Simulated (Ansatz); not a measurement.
**Computed properties of RbBr (NiAs type)**

All numbers come from Ansatz 0.2.0. (Calculated; non-magnetic; the phase may be known or hypothetical.)

The cell is RbBr in the NiAs structure; cell and atoms were relaxed with r2SCAN. The symmetry is P6_3/mmc (No. 194, hexagonal); conventional cell a = 4.771 Å, c = 8.410 Å, 41.45 Å³ an atom. Rb is surrounded by 6 Br at 3.47 Å; Br is surrounded by 6 Rb at 3.47 Å.

```xyz
4
Lattice="4.7711 0.0000 0.0000 -2.3855 4.1319 0.0000 0.0000 0.0000 8.4102" Properties=species:S:1:pos:R:3 pbc="T T T"
Rb    0.0000    0.0000    0.0000
Rb    0.0000    0.0000    4.2051
Br    0.0000    2.7546    2.1025
Br    2.3855    1.3773    6.3076
```

Relaxed lattice by functional, symmetry kept:
```
functional  k mesh  a (Å)  c (Å)  volume (Å³/atom)
       PBE   6×6×4  4.854  8.502             43.36
    r2SCAN   6×6×4  4.771  8.410             41.45
    PBEsol   6×6×4  4.717  8.331             40.13
       LDA   6×6×4  4.587  8.135             37.06
     HSE06   6×6×2  4.814  8.458             42.44
```

Gaps on the r2SCAN cell, each the least over its mesh and the special points:

| level | k mesh | gap (eV) | kind | edges | least direct gap (eV) | rough cost |
| --- | --- | --- | --- | --- | --- | --- |
| LDA | 6×6×4 | 3.83 | direct | Γ | 3.83 | 5 core-seconds |
| PBE | 6×6×4 | 4.23 | direct | Γ | 4.23 | 10 core-seconds |
| PBE+SOC | 6×6×4 | 4.07 | direct | Γ | 4.07 | 40 core-seconds |
| r2SCAN | 6×6×4 | 4.84 | direct | Γ | 4.84 | 11 core-seconds |
| HSE06 | 6×6×2 | 5.39 | direct | Γ | 5.39 | 2.4 core-minutes |
| DDH-PBE0 | 6×6×2 | 7.23 | direct | Γ | 7.23 | 4 core-minutes |
| PBE0 | 6×6×2 | 6.10 | direct | Γ | 6.10 | 2.4 core-minutes |
| LC-ωPBE | 6×6×2 alone | 10.48 | direct | Γ | 10.48 | 90 core-seconds |
| G0W0@PBE (494 empty bands, 120 eV, 6×6×2) | 6×6×2 | 6.68 | – | Γ (mesh) | – | 23 core-minutes |

PBE: smearing of 0.02 eV; the others have fixed occupations.
Wave cutoffs: 420 eV, 500 eV (r2SCAN).
A mesh marked alone had no extra points solved.
The G0W0 gap is PBE's gap over the path plus the quasiparticle shift read on the mesh. G0W0 here is at a finite number of bands, screening cutoff and k mesh, not at the basis limit.
Costs come from shared machines and give only the order; PBE's includes the band path. The runs had 2 threads of Arm Neoverse V2 (shared host).

The HSE06 gap is direct at Γ: 5.39 eV. Spin-orbit coupling changes the PBE gap by -0.16 eV, to 4.07 eV.

r2SCAN covers 53 % of the step from PBE to HSE06, while HSE06 needs about 14 times r2SCAN's cost (on a coarser mesh). For gaps to 0.1 eV, spin-orbit coupling (up to 0.16 eV here) has to be included. All these functionals give a gap of the same kind, direct.

Only the levels marked +SOC include spin-orbit coupling.

The meshes of the hybrids are coarse, so their gaps aren't converged to the digits shown.
